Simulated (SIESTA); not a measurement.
Crystal: NbP.

```
CELL_PARAMETERS angstrom
-1.67492 1.67492 5.74011
1.67492 -1.67492 5.74011
1.67492 1.67492 -5.74011
ATOMIC_POSITIONS crystal
Nb 0.24988 0.74988 0.50000
Nb 0.49988 0.49988 0.00000
P 0.83275 0.33275 0.50000
P 0.08275 0.08275 0.00000
```

The cell is a database's computed one.

```yaml
Program: SIESTA 5.4.2
Task: single point
Functional: PBE
Potentials_or_basis: PseudoDojo 0.4 standard (PBE files)
Basis: DZP (energy shift 0.003 Ry; two zetas on semicore shells)
Grid_cutoff: 800 Ry
Energy_shift: 0.003 Ry
k_mesh: 11 × 11 × 11
Occupations: fermi-dirac, width 0.05 eV
Spin: no spin polarisation
```

On this cell: pressure 0.8 GPa; largest force 0.026 eV/Å; band gap on the k mesh none (metal or under the smearing width).

The same run follows on a disturbed copy (atoms moved at random, drawn with an rms of 0.05 Å):

```
CELL_PARAMETERS angstrom
-1.67492 1.67492 5.74011
1.67492 -1.67492 5.74011
1.67492 1.67492 -5.74011
ATOMIC_POSITIONS crystal
Nb 0.25356 0.73558 0.47828
Nb 0.49819 0.49312 0.98852
P 0.84694 0.31408 0.49538
P 0.06652 0.07829 0.98995
```

Task: What does the disturbed cell give?

Result: The energy (extrapolated to zero smearing) moves by +28.6 meV/atom; pressure 1.4 GPa; largest force 1.312 eV/Å; band gap on the k mesh none (metal or under the smearing width).

Forces on the atoms (eV/Å):
```
Nb   0.289  0.416 -1.153
Nb   0.146 -0.038 -0.264
P    0.046 -0.721  0.245
P   -0.481  0.343  1.172
```

Stress tensor (GPa, compression positive):
```
 2.30 -0.05  0.04
-0.05  3.54  0.21
 0.04  0.21 -1.60
```

Caveats: the basis of atomic orbitals isn't converged, which shifts pressures, moduli and gaps.
